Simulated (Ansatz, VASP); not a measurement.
# GaP: VASP and Ansatz over several settings

```
Ga P
1.0
     0.00000    2.68842    2.68842
     2.68842    0.00000    2.68842
     2.68842    2.68842    0.00000
Ga P
1 1
Direct
  0.00000 0.00000 0.00000
  0.75000 0.75000 0.75000
```

Change from the starting cell: volume scaled by 0.96.

Single points on this cell with VASP 6.6.1 and Ansatz 0.2.0. Each row is one pair of runs. Alike in all rows: spin: off; k mesh: 8 × 8 × 8; smearing: fermi-dirac, width 0.05 eV; VASP's potentials, cutoff: VASP PAW PBE potentials, release 64 (Ga_d, P), 520 eV.

```csv
level,"Ansatz's potentials, cutoff","gap on the k mesh at the Fermi level (eV), VASP","gap on the k mesh at the Fermi level (eV), Ansatz","least direct gap on the mesh (eV), VASP","least direct gap on the mesh (eV), Ansatz","pressure (GPa), VASP","pressure (GPa), Ansatz"
PBE,"JTH PAW, 3600 eV",1.57,1.56,2.17,2.16,6.4,6.5
PBE,"Ansatz PAW earlier set, 1300 eV",1.57,1.57,2.17,2.17,6.4,6.4
PBE,"SPMS NC, 925 eV",1.57,1.57,2.17,2.16,6.4,6.7
PBE,"Ansatz PAW, 420 eV",1.57,1.57,2.17,2.17,6.4,6.4
r2SCAN,"Ansatz PAW, 500 eV",1.83,1.82,2.71,2.73,4.0,4.0
PBEsol,"Ansatz PAW, 420 eV",1.43,1.43,2.09,2.08,3.1,3.1
```

Gap on the k mesh at the fermi level (eV): the two programs differ by at most 0.004; least direct gap on the mesh (eV): the two programs differ by at most 0.023; pressure (GPa): the two programs differ by at most 0.3.

Caveats: the PAW data sets were made with another functional, which shifts forces and pressure a little (VASP); the PAW data sets come from PBE, with cores solved anew for the run's functional, which leaves a small shift of forces and pressure (Ansatz).
